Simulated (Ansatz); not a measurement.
A (010) slab of GePt (Pnma (No. 62)), 5 planes, outer planes GePt (top) and GePt (bottom), with 20 atoms (Ge10Pt10) in a surface cell of A = 34.974 Å², as cut from the bulk:

```xyz
20
Lattice="5.7406 0.0000 0.0000 0.0000 6.0924 0.0000 0.0000 0.0000 22.4007" Properties=species:S:1:pos:R:3 pbc="T T T"
Ge    4.6795    2.5099    7.5000
Ge    1.8092    0.5363    7.5000
Pt    5.7363    4.9278    7.5000
Pt    2.8660    4.2108    7.5000
Ge    1.0611    3.5825    9.3502
Ge    3.9314    5.5562    9.3502
Pt    0.0043    1.1646    9.3502
Pt    2.8746    1.8816    9.3502
Ge    4.6795    2.5099   11.2003
Ge    1.8092    0.5363   11.2003
Pt    5.7363    4.9278   11.2003
Pt    2.8660    4.2108   11.2003
Ge    1.0611    3.5825   13.0505
Ge    3.9314    5.5562   13.0505
Pt    0.0043    1.1646   13.0505
Pt    2.8746    1.8816   13.0505
Ge    4.6795    2.5099   14.9007
Ge    1.8092    0.5363   14.9007
Pt    5.7363    4.9278   14.9007
Pt    2.8660    4.2108   14.9007
```

The calculation used DFT PBEsol, scalar-relativistic, plane waves, PAW (Ansatz). Cutoff 420 eV; k points 6×6×1 on the computed 20-atom cell (Γ-centred); Gaussian smearing, width 0.10 eV; no spin polarisation. The cell repeats along c with a dipole correction in the vacuum.

Against the same 20 atoms in the bulk, the slab as cut lies 6.936 eV higher and the relaxed slab 6.173 eV higher.

**Question.** Work out the surface energy before and after relaxation.

**Answer.** The slab has two faces, so γ = (E_slab − N·E_bulk)/(2A), the mean of both. As cut: 6.936/(2 × 34.974) = 0.0992 eV/Å², and 1 eV/Å² = 16.02 J/m², so γ = 1.59 J/m². Relaxed: 6.173/(2 × 34.974) = 0.0883 eV/Å² = 1.41 J/m². Relaxation recovers 11 % of the cost of cutting.

**Question.** What is the ideal work of this cut, per area?

**Answer.** Griffith's ideal work is 2γ: 3.18 J/m² if the new faces stay rigid, 2.83 J/m² if they relax. One thickness was run, 5 planes, so γ can still shift with it.